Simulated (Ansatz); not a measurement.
## ZnTe, pressure series

Consider ZnTe in the zinc blende structure (space group F-43m, No. 216; a = 6.115 Å).

Cell and atoms are relaxed at each pressure.

All numbers come from Kohn–Sham DFT with the r2SCAN functional, run in Ansatz (a quantum-chemistry and plane-wave program) with PAW and 500 eV plane waves, no spin-orbit coupling, earlier PAW set.

Notes on the quantities. hole mass: degenerate bands, along [100].

```json
[
 {"variant": "base", "band gap": "1.78 eV", "electron mass": "0.11 mₑ (at Γ)", "hole mass": "0.11, 0.45, 0.45 mₑ (at Γ)"},
 {"variant": "pressure −2 GPa", "band gap": "1.56 eV", "electron mass": "0.10 mₑ (at Γ)", "hole mass": "0.10, 0.49, 0.49 mₑ (at Γ)"},
 {"variant": "pressure −1 GPa", "band gap": "1.68 eV", "electron mass": "0.11 mₑ (at Γ)", "hole mass": "0.11, 0.47, 0.47 mₑ (at Γ)"},
 {"variant": "pressure 3 GPa", "band gap": "2.06 eV", "electron mass": "0.12 mₑ (at Γ)", "hole mass": "0.12, 0.41, 0.41 mₑ (at Γ)"},
 {"variant": "pressure 7 GPa", "band gap": "2.33 eV", "electron mass": "0.93 mₑ along k, 0.23 mₑ across (off the special points)", "hole mass": "0.13, 0.38, 0.38 mₑ (at Γ)"},
 {"variant": "pressure 15 GPa", "band gap": "2.10 eV", "electron mass": "1.0 mₑ along k, 0.22 mₑ across (off the special points)", "hole mass": "0.14, 0.33, 0.33 mₑ (at Γ)"},
 {"variant": "pressure 30 GPa", "band gap": "1.74 eV", "electron mass": "1.2 mₑ along k, 0.22 mₑ across (off the special points)", "hole mass": "0.16, 0.27, 0.27 mₑ (at Γ)"},
 {"variant": "pressure 50 GPa", "band gap": "1.36 eV", "electron mass": "1.7 mₑ along k, 0.21 mₑ across (off the special points)", "hole mass": "0.17, 0.22, 0.22 mₑ (at Γ)"},
 {"variant": "pressure 75 GPa", "band gap": "0.97 eV", "electron mass": "1.8 mₑ along k, 0.21 mₑ across (off the special points)", "hole mass": "0.18 mₑ (at Γ)"},
 {"variant": "pressure 100 GPa", "band gap": "0.65 eV", "electron mass": "2.0 mₑ along k, 0.20 mₑ across (off the special points)", "hole mass": "0.16, 0.16, 0.19 mₑ (at Γ)"}
]
```

Spin-orbit coupling, missing from the scalar runs, can matter with Te. Load acts through the strain it causes; cell and atoms are relaxed under it. Effective masses come from finite differences of ±0.01 Å⁻¹. Along k means along the line from Γ to the band edge. Stability against distortions was not tested. Measured, ZnTe leaves this structure (for cinnabar) near 9.5 GPa (temperature not stated; as listed in Datta, Sujoy, Jana, Debnarayan, arXiv (2020)), on rising pressure, with hysteresis.
